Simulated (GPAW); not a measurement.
Crystal: Hf.

```
CELL_PARAMETERS angstrom
0.00000 2.22000 2.22000
2.22000 0.00000 2.22000
2.22000 2.22000 0.00000
ATOMIC_POSITIONS crystal
Hf 0.00000 0.00000 0.00000
```

This isn't the form of Hf at room conditions, which is hcp.

Base run:

- Program: GPAW 26.7.0
- Functional: r4SCAN
- Potentials or basis: GPAW PAW data sets (gpaw-data 1.2.1)
- Cutoff: 600 eV
- Basis: pw
- k mesh: 10 × 10 × 10
- Occupations: fermi-dirac, width 0.05 eV
- Spin: no spin polarisation

Its results: band gap on the k mesh none (metal or under the smearing width); pressure -0.3 GPa.

Question: The run is repeated on the same cell with these changes: functional from r4SCAN to r2SCAN; hubbard terms from none to Hf d U = 1 eV. What comes out?

Answer: Band gap on the k mesh none (metal or under the smearing width); pressure 7.6 GPa.

Several settings changed at once, so the effect can't be laid on one alone.

Caveats: the PAW data sets were made with another functional, which shifts forces and pressure a little; U without spin polarisation on a metal has little footing (some runs); the U is typed as a test and isn't derived for this compound (some runs).

Not every run made on this cell is shown here.
